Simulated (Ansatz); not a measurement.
HgTe:

```xyz
2
Lattice="-3.0456 3.0456 1.5594 3.0456 -3.0456 1.5594 3.0456 3.0456 -1.5594" Properties=species:S:1:pos:R:3 pbc="T T T"
Hg    0.0000    3.0456    0.7797
Te    0.0000    0.0000    0.0000
```

Measurements of this composition are mostly on another form, of space group No. 216.

| Property | Result |
| --- | --- |
| Program | Ansatz 0.2.0 |
| Task | relaxation of cell and atoms |
| Functional | PBEsol |
| Potentials or basis | all-electron LAPW, scalar-relativistic |
| Basis error allowed | 0.001 eV/atom |
| k mesh | 10 × 10 × 10 |
| Occupations | fermi-dirac, width 0.05 eV |
| Spin | no spin polarisation |

At the start: volume 28.93 Å³/atom.

Question: How do energy, volume and symmetry change on relaxing?

Answer: Over 6 steps the energy falls by 54.3 meV/atom and the volume is 26.61 Å³/atom (-8.0 %); space group I-4m2 (No. 119, to 0.05 Å).

Step by step:
| step | energy change (eV) | largest force (eV/Å) | volume (Å³) |
| --- | --- | --- | --- |
| 1 | 0.0000 | 0.0000 | 57.86 |
| 2 | -0.0981 | 0.0000 | 52.62 |
| 3 | -0.1061 | 0.0000 | 52.60 |
| 4 | -0.1083 | 0.0000 | 53.41 |
| 5 | -0.1085 | 0.0000 | 53.21 |
| 6 | -0.1085 | 0.0000 | 53.21 |

Final structure:
```
CELL_PARAMETERS angstrom
-2.88530 2.88530 1.59799
2.88530 -2.88530 1.59799
2.88530 2.88530 -1.59799
ATOMIC_POSITIONS crystal
Hg 0.75000 0.25000 0.50000
Te 0.00000 0.00000 0.00000
```
